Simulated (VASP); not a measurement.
# NaF (Fm-3m) in VASP: a series of runs

Aim: see how the results for NaF move with the level of theory and the settings. Levels: PBEsol, LDA, PBE, PBE+D3(BJ). Tasks: relaxation of cell and atoms.

Everything below comes from runs of VASP 6.6.1. Logs are shortened: lines on timing, memory, paths and dates and some standing lists are left out, and cuts for length are marked.

### Step 1. Starting point

The structure is cubic, space group Fm-3m (No. 225). Conventional cell: a = 4.640 Å, b = 4.640 Å, c = 4.640 Å, α = 90.00°, β = 90.00°, γ = 90.00°. Around Na (site symmetry m-3m) lie 6 F at 2.32 Å. F (site symmetry m-3m) has 6 Na at 2.32 Å as nearest neighbours.

### Step 2. Relaxation of cell and atoms, PBEsol

Input file INCAR:

```
SYSTEM = NaF
PREC = Accurate ; ENCUT = 600
EDIFF = 1E-7 ; ISMEAR = 0
SIGMA = 0.02 ; LREAL = .FALSE.
LASPH = .TRUE. ; NELM = 80
ALGO = Fast ; ISIF = 3
LWAVE = .FALSE. ; LCHARG = .FALSE.
GGA = PS ; IBRION = 2
NSW = 90 ; EDIFFG = -0.005
```

Input file KPOINTS:

```
regular mesh
0
G
  8 8 8
  0 0 0
```

Input file POSCAR:

```
NaF
1.0
    0.0000000000      2.3200000000      2.3200000000
    2.3200000000      0.0000000000      2.3200000000
    2.3200000000      2.3200000000      0.0000000000
Na F
1 1
Direct
    0.0000000000      0.0000000000      0.0000000000
    0.5000000000      0.5000000000      0.5000000000
```

Potentials or basis: VASP PAW PBE potentials, release 64 (Na_pv, F).

Run with:

```
$ cat potpaw_PBE.64/Na_pv/POTCAR potpaw_PBE.64/F/POTCAR > POTCAR
$ mpirun -np 1 vasp_std > vasp.out
```

OUTCAR:

```text
SYSTEM = NaF
   PREC = Accurate
   ENCUT = 600
   EDIFF = 1E-7
   ISMEAR = 0
   LREAL = .FALSE.
   LASPH = .TRUE.
   NELM = 80
   ISIF = 3
   GGA = PS
   IBRION = 2
   NSW = 90
   EDIFFG = -0.005

 ion  position               nearest neighbor table
   1  0.000  0.000  0.000-   2 2.32   2 2.32   2 2.32   2 2.32   2 2.32   2 2.32
   2  0.500  0.500  0.500-   1 2.32   1 2.32   1 2.32   1 2.32   1 2.32   1 2.32

  LATTYP: Found a face centered cubic cell.
 ALAT       =     4.6400000000

  Lattice vectors:

 A1 = (   0.0000000000,   2.3200000000,   2.3200000000)
 A2 = (   2.3200000000,   0.0000000000,   2.3200000000)
 A3 = (   2.3200000000,   2.3200000000,   0.0000000000)

Analysis of symmetry for initial positions (statically):
=====================================================================
 Subroutine PRICEL returns:
 Original cell was already a primitive cell.

 Routine SETGRP: Setting up the symmetry group for a
 face centered cubic supercell.

 Subroutine GETGRP returns: Found 48 space group operations
 (whereof 48 operations were pure point group operations)
 out of a pool of 48 trial point group operations.

The static configuration has the point symmetry O_h .

Analysis of symmetry for dynamics (positions and initial velocities):
=====================================================================
 Subroutine PRICEL returns:
 Original cell was already a primitive cell.

 Routine SETGRP: Setting up the symmetry group for a
 face centered cubic supercell.

 Subroutine GETGRP returns: Found 48 space group operations
 (whereof 48 operations were pure point group operations)
 out of a pool of 48 trial point group operations.

The dynamic configuration has the point symmetry O_h .

 Subroutine INISYM returns: Found 48 space group operations
 (whereof 48 operations are pure point group operations),
 and found     1 'primitive' translations

----------------------------------------------------------------------------------------

                                     Primitive cell

  volume of cell :      24.9743

  direct lattice vectors                    reciprocal lattice vectors
     0.000000000  2.320000000  2.320000000    -0.215517241  0.215517241  0.215517241
     2.320000000  0.000000000  2.320000000     0.215517241 -0.215517241  0.215517241
     2.320000000  2.320000000  0.000000000     0.215517241  0.215517241 -0.215517241

  length of vectors
     3.280975465  3.280975465  3.280975465     0.373286812  0.373286812  0.373286812

  position of ions in fractional coordinates (direct lattice)
     0.000000000  0.000000000  0.000000000
     0.500000000  0.500000000  0.500000000

  ion indices of the primitive-cell ions
   primitive index   ion index
                 1           1
                 2           2

----------------------------------------------------------------------------------------

 KPOINTS: regular mesh

Automatic generation of k-mesh.
 Grid dimensions read from file:
 generate k-points for:    8    8    8

 Generating k-lattice:

  Cartesian coordinates                     Fractional coordinates (reciprocal lattice)
    -0.026939655  0.026939655  0.026939655     0.125000000  0.000000000  0.000000000
     0.026939655 -0.026939655  0.026939655     0.000000000  0.125000000  0.000000000
     0.026939655  0.026939655 -0.026939655     0.000000000  0.000000000  0.125000000

  Length of vectors
     0.046660851  0.046660851  0.046660851

  Shift w.r.t. Gamma in fractional coordinates (k-lattice)
     0.000000000  0.000000000  0.000000000

 Subroutine IBZKPT returns following result:
 ===========================================

 Found     29 irreducible k-points:

 Following reciprocal coordinates:
            Coordinates               Weight
  0.000000  0.000000  0.000000      1.000000
  0.125000  0.000000  0.000000      8.000000
  0.250000  0.000000  0.000000      8.000000
  0.375000  0.000000  0.000000      8.000000
  0.500000  0.000000  0.000000      4.000000
  0.125000  0.125000  0.000000      6.000000
[... 16 lines left out ...]
  0.500000  0.250000  0.125000     48.000000
 -0.375000  0.250000  0.125000     24.000000
 [... further k-points ...]
   k-points           NKPTS =     29   k-points in BZ     NKDIM =     29   number of bands    NBANDS=     11
   number of dos      NEDOS =    301   number of ions     NIONS =      2
   total plane-waves  NPLWV =  21952
   dimension x,y,z NGX =    28 NGY =   28 NGZ =   28
   dimension x,y,z NGXF=    56 NGYF=   56 NGZF=   56
   ions per type =               1   1
   NGX,Y,Z   is equivalent  to a cutoff of  14.19, 14.19, 14.19 a.u.
   NGXF,Y,Z  is equivalent  to a cutoff of  28.38, 28.38, 28.38 a.u.
 SYSTEM =  NaF
   PREC   = accura    normal or accurate (medium, high low for compatibility)
   ISTART =      0    job   : 0-new  1-cont  2-samecut
   ICHARG =      2    charge: 1-file 2-atom 10-const
   ISPIN  =      1    spin polarized calculation?
   LNONCOLLINEAR =      F non collinear calculations
   LSORBIT =      F    spin-orbit coupling
   LASPH  =      T    aspherical Exc in radial PAW
   ENCUT  =  600.0 eV  44.10 Ry    6.64 a.u.   6.55  6.55  6.55*2*pi/ulx,y,z
   NELM   =     80;   NELMIN=  2; NELMDL= -5     # of ELM steps
   EDIFF  = 0.1E-06   stopping-criterion for ELM
   LREAL  =      F    real-space projection
   EDIFFG = -.5E-02   stopping-criterion for IOM
   NSW    =     90    number of steps for IOM
   IBRION =      2    ionic relax: 0-MD 1-quasi-New 2-CG
   NFREE  =      1    steps in history (QN), initial steepest desc. (CG)
   ISIF   =      3    stress and relaxation
   ISYM   =      2    0-nonsym 1-usesym 2-fastsym
   POTIM  = 0.5000    time-step for ionic-motion
   TEBEG  =    0.0;   TEEND  =   0.0 temperature during run
   PSTRESS=    0.0 pullay stress
   NELECT =      14.0000    total number of electrons
   NUPDOWN=      -1.0000    fix difference up-down
   EMIN   =  10.00;   EMAX   =-10.00  energy-range for DOS
   EFERMI =   0.00;   METHOD = LEGACY
   ISMEAR =     0;   SIGMA  =   0.02  broadening in eV -4-tet -1-fermi 0-gaus
   EFERMI_NEDOS =   21; number of points for ismear=-14 and -15
   IALGO  =     68    algorithm
   IMIX   =      4    mixing-type and parameters
     AMIX     =   0.40;   BMIX     =  1.00
     AMIX_MAG =   1.60;   BMIX_MAG =  1.00
  volume/ion in A,a.u.               =      12.49        84.27
  Fermi-wavevector in a.u.,A,eV,Ry     =   1.349852  2.550851 24.791186  1.822101
  Thomas-Fermi vector in A             =   2.477405
   LORBIT       =      0    0 simple, 1 ext, 2 COOP (PROOUT), +10 PAW based schemes
   GGA     = PS    functional components
   LHFCALC =     F    Hartree Fock is set to
   AEXX    =    0.0000 exact exchange contribution
   IVDW    =     0    specifies the selected vdW correction
   LEPSILON=     F    determine dielectric tensor
   LRPA    =     F    only Hartree local field effects (RPA)
 conjugate gradient relaxation of ions
 non-spin polarized calculation
 RMM-DIIS sequential band-by-band and
 Gauss-broadening in eV      SIGMA  =   0.02
  energy-cutoff  :      600.00
  volume of cell :       24.97
 maximum number of plane-waves:       869
 NGX is ok and might be reduce to    28
   NGX = 13   NGY = 13   NGZ = 13

--------------------------------------- Ionic step        1  -------------------------------------------

 number of electron      14.0000006 magnetization

 Free energy of the ion-electron system (eV)
  ---------------------------------------------------
  ext. energy  EPLUGINS =         0.00000000
  ---------------------------------------------------
  free energy    TOTEN  =        -8.77063633 eV

  energy without entropy =       -8.77063633  energy(sigma->0) =       -8.77063633

------------------------ aborting loop because EDIFF is reached ----------------------------------------

  FORCE on cell =-STRESS in cart. coord.  units (eV):
  Direction    XX          YY          ZZ          XY          YZ          ZX
  --------------------------------------------------------------------------------------
  -------------------------------------------------------------------------------------
  Total       -0.0708218     -0.0708218     -0.0708218      0.0000000      0.0000000      0.0000000
  in kB       -4.5434305     -4.5434305     -4.5434305      0.0000000      0.0000000      0.0000000
  external PRESSURE =      -4.5434305 kB  Pullay stress =       0.0000000 kB

 VOLUME and BASIS-vectors are now :
 -----------------------------------------------------------------------------
  energy-cutoff  :      600.00
  volume of cell :       24.97
      direct lattice vectors                 reciprocal lattice vectors
     0.000000000  2.320000000  2.320000000    -0.215517241  0.215517241  0.215517241
     2.320000000  0.000000000  2.320000000     0.215517241 -0.215517241  0.215517241
     2.320000000  2.320000000  0.000000000     0.215517241  0.215517241 -0.215517241
[... 37 lines left out ...]
 POSITION                                       TOTAL-FORCE (eV/Angst)
 -----------------------------------------------------------------------------------
      2.31604      0.00000      2.31604         0.000000      0.000000      0.000000
      2.31604      2.31604      2.31604        -0.000000     -0.000000     -0.000000
 -----------------------------------------------------------------------------------
    total drift:                                0.000000      0.000000      0.000000

  FREE ENERGIE OF THE ION-ELECTRON SYSTEM (eV)
  ---------------------------------------------------
  free  energy   TOTEN  =        -8.7708980966 eV

  energy  without entropy=       -8.7708980966  energy(sigma->0) =       -8.77089810

--------------------------------------- Ionic step        3  -------------------------------------------

 number of electron      14.0000005 magnetization

 Free energy of the ion-electron system (eV)
  ---------------------------------------------------
  ext. energy  EPLUGINS =         0.00000000
  ---------------------------------------------------
  free energy    TOTEN  =        -8.77096497 eV

  energy without entropy =       -8.77096497  energy(sigma->0) =       -8.77096497

 E-fermi :  -1.9796     XC(G=0):  -9.3647

 val. band max:       -2.1521473983   @ k =   0.0000   0.0000   0.0000
 cond. band min:       4.0428477915   @ k =   0.0000   0.0000   0.0000
 fundamental gap:      6.1949951898
 Fermi energy:        -1.9795999162

 k-point     1 :       0.0000    0.0000    0.0000
  band No.  band energies     occupation
      1     -21.2201      2.00000
      2     -20.9014      2.00000
      3     -20.9014      2.00000
      4     -20.9014      2.00000
      5      -2.1521      2.00000
      6      -2.1521      2.00000
      7      -2.1521      2.00000
      8       4.0428      0.00000
      9      16.7367      0.00000
     10      16.7367      0.00000
     11      16.7367      0.00000

 k-point     2 :       0.1250    0.0000    0.0000
  band No.  band energies     occupation
      1     -21.4004      2.00000
      2     -20.9033      2.00000
      3     -20.9033      2.00000
      4     -20.6999      2.00000
      5      -2.4573      2.00000
      6      -2.1912      2.00000
      7      -2.1912      2.00000
      8       4.5959      0.00000
      9      14.9545      0.00000
     10      16.9779      0.00000
     11      16.9779      0.00000
[... 295 lines left out ...]
 k-point    24 :      -0.3750    0.2500    0.1250
  band No.  band energies     occupation
      1     -21.6569      2.00000
      2     -20.9588      2.00000
      3     -20.9340      2.00000
      4     -20.2923      2.00000
      5      -3.4957      2.00000
      6      -2.7451      2.00000
      7      -2.4972      2.00000
      8       9.5024      0.00000
      9      10.4664      0.00000
     10      14.9288      0.00000
     11      16.7714      0.00000

 [... further k-points ...]
[... 5 lines left out ...]
  --------------------------------------------------------------------------------------
  -------------------------------------------------------------------------------------
  Total        0.0025124      0.0025124      0.0025124      0.0000000     -0.0000000      0.0000000
  in kB        0.1628140      0.1628140      0.1628140      0.0000000     -0.0000000      0.0000000
  external PRESSURE =       0.1628140 kB  Pullay stress =       0.0000000 kB

 VOLUME and BASIS-vectors are now :
 -----------------------------------------------------------------------------
  energy-cutoff  :      600.00
  volume of cell :       24.72
      direct lattice vectors                 reciprocal lattice vectors
     0.000000000  2.312193693  2.312193693    -0.216244859  0.216244859  0.216244859
     2.312193693  0.000000000  2.312193693     0.216244859 -0.216244859  0.216244859
     2.312193693  2.312193693  0.000000000     0.216244859  0.216244859 -0.216244859

 POSITION                                       TOTAL-FORCE (eV/Angst)
 -----------------------------------------------------------------------------------
      0.00000      0.00000      0.00000        -0.000000      0.000000     -0.000000
      2.31219      2.31219      2.31219         0.000000      0.000000      0.000000
 -----------------------------------------------------------------------------------
    total drift:                                0.000000      0.000000      0.000000

  FREE ENERGIE OF THE ION-ELECTRON SYSTEM (eV)
  ---------------------------------------------------
  free  energy   TOTEN  =        -8.7709649710 eV

  energy  without entropy=       -8.7709649710  energy(sigma->0) =       -8.77096497

 reached required accuracy - stopping structural energy minimisation
```

Run time: 46 s. Hardware: 1 thread of AMD EPYC 7R13 (Zen 3), shared host; peak memory 0.12 GiB.

Results:

| Quantity | Value |
| --- | --- |
| Free energy | -8.7710 eV |
| Relaxed volume | 12.36 Å³/atom |
| Relaxed cell | a = 3.270 Å, b = 3.270 Å, c = 3.270 Å, α = 60.00°, β = 60.00°, γ = 60.00° |
| Space group after relaxing (to 0.05 Å) | Fm-3m (No. 225) |
| Energy gained by relaxing | 0.2 meV/atom |
| Ionic steps | 3 |
| Pressure after relaxing | 0.0 GPa |
| Band gap on the k mesh | 6.19 eV, direct |

Step by step:
```tsv
step	energy change (eV)	largest force (eV/Å)	pressure (GPa)	volume (Å³)
1	0.0000	0.0000	-0.45	24.97
2	-0.0003	0.0000	-0.22	24.85
3	-0.0003	0.0000	0.02	24.72
```

Final structure:
```cif
data_structure
_symmetry_space_group_name_H-M 'P 1'
_symmetry_Int_Tables_number 1
_cell_length_a 3.2699
_cell_length_b 3.2699
_cell_length_c 3.2699
_cell_angle_alpha 60.000
_cell_angle_beta 60.000
_cell_angle_gamma 60.000
_cell_volume 24.72
loop_
_atom_site_label
_atom_site_type_symbol
_atom_site_fract_x
_atom_site_fract_y
_atom_site_fract_z
_atom_site_occupancy
Na1 Na 0.00000 0.00000 0.00000 1
F1 F 0.50000 0.50000 0.50000 1
```

Levels at points of the mesh, in eV from the valence-band top:
```tsv
k point	band 5	band 6	band 7	band 8	band 9	band 10
(0.00, 0.00, 0.00)	0.00	0.00	0.00	6.19	18.89	18.89
(0.50, 0.00, 0.00)	-1.63	-0.26	-0.26	10.64	12.39	20.05
(0.50, 0.50, 0.00)	-1.31	-0.41	-0.41	13.03	13.12	13.59
```

Caveat: the PAW data sets were made with another functional, which shifts forces and pressure a little. As with any semilocal functional, this PBEsol gap is likely too small.

### Step 3. Relaxation of cell and atoms, LDA

INCAR: that of step 2 with these lines changed.

```diff
@@ -7,3 +7,3 @@
 LWAVE = .FALSE. ; LCHARG = .FALSE.
-GGA = PS ; IBRION = 2
-NSW = 90 ; EDIFFG = -0.005
+IBRION = 2 ; NSW = 90
+EDIFFG = -0.005
```

KPOINTS is that of step 2.

POSCAR is that of step 2.

Potentials or basis: VASP PAW LDA potentials, release 64 (Na_pv, F).

Run with:

```
$ cat potpaw_LDA.64/Na_pv/POTCAR potpaw_LDA.64/F/POTCAR > POTCAR
$ mpirun -np 1 vasp_std > vasp.out
```

It took 49 s on 1 thread of AMD EPYC 7R13 (Zen 3), shared host; peak memory 0.11 GiB.

Results (log left out):

```
Free energy                            : -9.3403 eV
Relaxed volume                         : 11.36 Å³/atom
Relaxed cell                           : a = 3.179 Å, b = 3.179 Å, c = 3.179 Å, α = 60.00°, β = 60.00°, γ = 60.00°
Space group after relaxing (to 0.05 Å) : Fm-3m (No. 225)
Energy gained by relaxing              : 17.9 meV/atom
Ionic steps                            : 4
Pressure after relaxing                : 0.0 GPa
Band gap on the k mesh                 : 6.47 eV, direct
```

Step by step:
```
step  energy change (eV)  largest force (eV/Å)  pressure (GPa)  volume (Å³)
   1              0.0000                0.0000           -4.70        24.97
   2             -0.0288                0.0000           -2.33        23.67
   3             -0.0357                0.0000            0.14        22.67
   4             -0.0357                0.0000            0.02        22.72
```

Final structure:
```
Na F
1.0
     0.00000    2.24808    2.24808
     2.24808    0.00000    2.24808
     2.24808    2.24808    0.00000
Na F
1 1
Direct
  0.00000 0.00000 0.00000
  0.50000 0.50000 0.50000
```

Levels at points of the mesh, in eV from the valence-band top:
| k point | band 3 | band 4 | band 5 | band 6 | band 7 | band 8 | band 9 | band 10 | band 11 |
| --- | --- | --- | --- | --- | --- | --- | --- | --- | --- |
| (0.00, 0.00, 0.00) | -18.51 | -18.51 | 0.00 | 0.00 | 0.00 | 6.47 | 19.16 | 19.16 | 19.16 |
| (0.50, 0.00, 0.00) | -18.52 | -17.59 | -1.88 | -0.32 | -0.32 | 10.94 | 12.87 | 20.65 | 20.65 |
| (0.50, 0.50, 0.00) | -18.58 | -18.58 | -1.47 | -0.46 | -0.46 | 13.12 | 13.51 | 14.15 | 20.51 |

### Step 4. Relaxation of cell and atoms, PBE

INCAR: that of step 3 with these lines changed.

```diff
@@ -7,3 +7,3 @@
 LWAVE = .FALSE. ; LCHARG = .FALSE.
-IBRION = 2 ; NSW = 90
-EDIFFG = -0.005
+GGA = PE ; IBRION = 2
+NSW = 90 ; EDIFFG = -0.005
```

KPOINTS is that of step 3.

POSCAR is that of step 3.

Potentials or basis: VASP PAW PBE potentials, release 64 (Na_pv, F).

Run with:

```
$ cat potpaw_PBE.64/Na_pv/POTCAR potpaw_PBE.64/F/POTCAR > POTCAR
$ mpirun -np 1 vasp_std > vasp.out
```

It took 46 s on 1 thread of AMD EPYC 7R13 (Zen 3), shared host; peak memory 0.12 GiB.

The run converged. Its results:

- Free energy: -8.5693 eV
- Relaxed volume: 12.94 Å³/atom
- Relaxed cell: a = 3.320 Å, b = 3.320 Å, c = 3.320 Å, α = 60.00°, β = 60.00°, γ = 60.00°
- Space group after relaxing (to 0.05 Å): Fm-3m (No. 225)
- Energy gained by relaxing: 2.3 meV/atom
- Ionic steps: 4
- Pressure after relaxing: 0.0 GPa
- Band gap on the k mesh: 6.09 eV, direct

The path:
```
step  energy change (eV)  largest force (eV/Å)  pressure (GPa)  volume (Å³)
   1              0.0000                0.0000            1.69        24.97
   2             -0.0036                0.0000            0.83        25.45
   3             -0.0046                0.0000           -0.12        25.94
   4             -0.0046                0.0000           -0.04        25.88
```

Final structure:
```
CELL_PARAMETERS angstrom
0.00000 2.34764 2.34764
2.34764 0.00000 2.34764
2.34764 2.34764 0.00000
ATOMIC_POSITIONS crystal
Na 0.00000 0.00000 0.00000
F 0.50000 0.50000 0.50000
```

Levels at points of the mesh, in eV from the valence-band top:
```csv
k point,band 3,band 4,band 5,band 6,band 7,band 8,band 9,band 10,band 11
"(0.00, 0.00, 0.00)",-19.07,-19.07,0.00,0.00,0.00,6.09,18.70,18.70,18.70
"(0.50, 0.00, 0.00)",-19.08,-18.27,-1.50,-0.23,-0.23,10.54,12.13,19.68,19.68
"(0.50, 0.50, 0.00)",-19.11,-18.88,-1.21,-0.39,-0.39,12.83,13.17,13.22,19.26
```

As with any semilocal functional, this PBE gap is likely too small. PBE usually gives volumes a little too large and moduli too small.

(Part 1 of 2 ends here.)
